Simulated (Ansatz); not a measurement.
A relaxation computed with Ansatz, from input to last step.

```yaml
crystal:
  lattice:
    - [6.6328124701, 0.0, 0.0]
    - [0.0, 6.6328124701, 0.0]
    - [0.0, 0.0, 3.3322007946]
  atoms:
    - { symbol: Al, position: [0.0, 0.0, 0.0] }
    - { symbol: Al, position: [0.5, 0.5, 0.0] }
    - { symbol: Al, position: [0.18, 0.68, 0.5] }
    - { symbol: Al, position: [0.32, 0.18, 0.5] }
    - { symbol: Al, position: [0.82, 0.32, 0.5] }
    - { symbol: Al, position: [0.68, 0.82, 0.5] }
    - { symbol: Ni, position: [0.38, 0.88, 0.0] }
    - { symbol: Ni, position: [0.12, 0.38, 0.0] }
    - { symbol: Ni, position: [0.62, 0.12, 0.0] }
    - { symbol: Ni, position: [0.88, 0.62, 0.0] }
basis:
  ecutwfc: 420
kpoints:
  mp_grid: { grid: [4, 4, 6] }
hamiltonian:
  xc: pbe
scf:
  occupations: { method: gaussian, width: 0.1 }
  lower_state_search: "off"
output:
  forces: true
  stress: true
  eigenvalues: true
relax:
  adjacent_minimum: "off"
  f_tol: 0.04
  max_steps: 70
  cell: { stress_tol: 0.4 }
```

```bash
ansatz run input.yaml --threads 1 --pin off --max-ram 2560MiB --backend cpu --events-out ev --progress --plain --runs-dir out
```

The calculation used DFT PBE, scalar-relativistic, plane waves, PAW (Ansatz).

Of 6 frames 6 are shown, positions in Å and forces in eV/Å; the SCF threshold varies from step to step. Steps run on the plane waves of an earlier cell, with a Pulay correction in the pressure. The basis is chosen afresh for the last frame, the zero of the energies, and at times for earlier ones too; energy and pressure step there, also at an unchanged geometry. Spin polarisation was left out; whether the Ni atoms would carry moments isn't shown by this run.

```xyz
10
Lattice="6.6328 0.0000 0.0000 0.0000 6.6328 0.0000 0.0000 0.0000 3.3322" Properties=species:S:1:pos:R:3:forces:R:3 pbc="T T T" step=1 free_energy_over_end_meV_per_atom=151.38 pressure_GPa=-7.45
Al    0.0000    0.0000    0.0000    0.0000    0.0000    0.0000
Al    3.3164    3.3164    0.0000    0.0000    0.0000    0.0000
Al    1.1939    4.5103    1.6661   -0.4017   -0.4017    0.0000
Al    2.1225    1.1939    1.6661    0.4017   -0.4017    0.0000
Al    5.4389    2.1225    1.6661    0.4017    0.4017    0.0000
Al    4.5103    5.4389    1.6661   -0.4017    0.4017    0.0000
Ni    2.5205    5.8369    0.0000   -1.2529   -1.2529    0.0000
Ni    0.7959    2.5205    0.0000    1.2529   -1.2529    0.0000
Ni    4.1123    0.7959    0.0000    1.2529    1.2529    0.0000
Ni    5.8369    4.1123    0.0000   -1.2529    1.2529    0.0000
10
Lattice="6.5137 0.0000 0.0000 0.0000 6.5137 0.0000 0.0000 0.0000 3.2040" Properties=species:S:1:pos:R:3:forces:R:3 pbc="T T T" step=2 free_energy_over_end_meV_per_atom=54.61 pressure_GPa=-0.82
Al    0.0000    0.0000    0.0000    0.0000    0.0000    0.0000
Al    3.2568    3.2568    0.0000    0.0000    0.0000    0.0000
Al    1.1035    4.3603    1.6020   -0.2841   -0.2841    0.0000
Al    2.1534    1.1035    1.6020    0.2841   -0.2841    0.0000
Al    5.4102    2.1534    1.6020    0.2841    0.2841    0.0000
Al    4.3603    5.4102    1.6020   -0.2841    0.2841    0.0000
Ni    2.4253    5.6822    0.0000   -0.7985   -0.7985    0.0000
Ni    0.8315    2.4253    0.0000    0.7985   -0.7985    0.0000
Ni    4.0883    0.8315    0.0000    0.7985    0.7985    0.0000
Ni    5.6822    4.0883    0.0000   -0.7985    0.7985    0.0000
10
Lattice="6.5817 0.0000 0.0000 0.0000 6.5817 0.0000 0.0000 0.0000 3.0415" Properties=species:S:1:pos:R:3:forces:R:3 pbc="T T T" step=3 free_energy_over_end_meV_per_atom=4.97 pressure_GPa=2.05
Al    0.0000    0.0000    0.0000    0.0000    0.0000    0.0000
Al    3.2909    3.2909    0.0000    0.0000    0.0000    0.0000
Al    1.0113    4.3022    1.5207    0.1326    0.1326    0.0000
Al    2.2796    1.0113    1.5207   -0.1326    0.1326    0.0000
Al    5.5704    2.2796    1.5207   -0.1326   -0.1326    0.0000
Al    4.3022    5.5704    1.5207    0.1326   -0.1326    0.0000
Ni    2.3758    5.6666    0.0000   -0.3263   -0.3263    0.0000
Ni    0.9151    2.3758    0.0000    0.3263   -0.3263    0.0000
Ni    4.2060    0.9151    0.0000    0.3263    0.3263    0.0000
Ni    5.6666    4.2060    0.0000   -0.3263    0.3263    0.0000
10
Lattice="6.6464 0.0000 0.0000 0.0000 6.6464 0.0000 0.0000 0.0000 3.0241" Properties=species:S:1:pos:R:3:forces:R:3 pbc="T T T" step=4 free_energy_over_end_meV_per_atom=0.02 pressure_GPa=-0.11
Al    0.0000    0.0000    0.0000    0.0000    0.0000    0.0000
Al    3.3232    3.3232    0.0000    0.0000    0.0000    0.0000
Al    1.0052    4.3284    1.5120   -0.0249   -0.0249    0.0000
Al    2.3181    1.0052    1.5120    0.0249   -0.0249    0.0000
Al    5.6413    2.3181    1.5120    0.0249    0.0249    0.0000
Al    4.3284    5.6413    1.5120   -0.0249    0.0249    0.0000
Ni    2.3528    5.6761    0.0000    0.0813    0.0813    0.0000
Ni    0.9704    2.3528    0.0000   -0.0813    0.0813    0.0000
Ni    4.2936    0.9704    0.0000   -0.0813   -0.0813    0.0000
Ni    5.6761    4.2936    0.0000    0.0813   -0.0813    0.0000
10
Lattice="6.6424 0.0000 0.0000 0.0000 6.6424 0.0000 0.0000 0.0000 3.0259" Properties=species:S:1:pos:R:3:forces:R:3 pbc="T T T" step=5 free_energy_over_end_meV_per_atom=-0.31 pressure_GPa=-0.05
Al    0.0000    0.0000    0.0000    0.0000    0.0000    0.0000
Al    3.3212    3.3212    0.0000    0.0000    0.0000    0.0000
Al    1.0096    4.3308    1.5130   -0.0016   -0.0016    0.0000
Al    2.3116    1.0096    1.5130    0.0016   -0.0016    0.0000
Al    5.6328    2.3116    1.5130    0.0016    0.0016    0.0000
Al    4.3308    5.6328    1.5130   -0.0016    0.0016    0.0000
Ni    2.3626    5.6838    0.0000    0.0034    0.0034    0.0000
Ni    0.9586    2.3626    0.0000   -0.0034    0.0034    0.0000
Ni    4.2798    0.9586    0.0000   -0.0034   -0.0034    0.0000
Ni    5.6838    4.2798    0.0000    0.0034   -0.0034    0.0000
10
Lattice="6.6424 0.0000 0.0000 0.0000 6.6424 0.0000 0.0000 0.0000 3.0259" Properties=species:S:1:pos:R:3:forces:R:3 pbc="T T T" step=6 free_energy_over_end_meV_per_atom=0.00 pressure_GPa=-0.07
Al    0.0000    0.0000    0.0000    0.0000    0.0000    0.0000
Al    3.3212    3.3212    0.0000    0.0000    0.0000    0.0000
Al    1.0096    4.3308    1.5130   -0.0015   -0.0015    0.0000
Al    2.3116    1.0096    1.5130    0.0015   -0.0015    0.0000
Al    5.6328    2.3116    1.5130    0.0015    0.0015    0.0000
Al    4.3308    5.6328    1.5130   -0.0015    0.0015    0.0000
Ni    2.3626    5.6838    0.0000    0.0032    0.0032    0.0000
Ni    0.9586    2.3626    0.0000   -0.0032    0.0032    0.0000
Ni    4.2798    0.9586    0.0000   -0.0032   -0.0032    0.0000
Ni    5.6838    4.2798    0.0000    0.0032   -0.0032    0.0000
```

The start puts this composition into another compound's structure type, which needn't suit it. At the end the space group is P4/mbm (tolerance 0.05 Å).

The k mesh is coarse.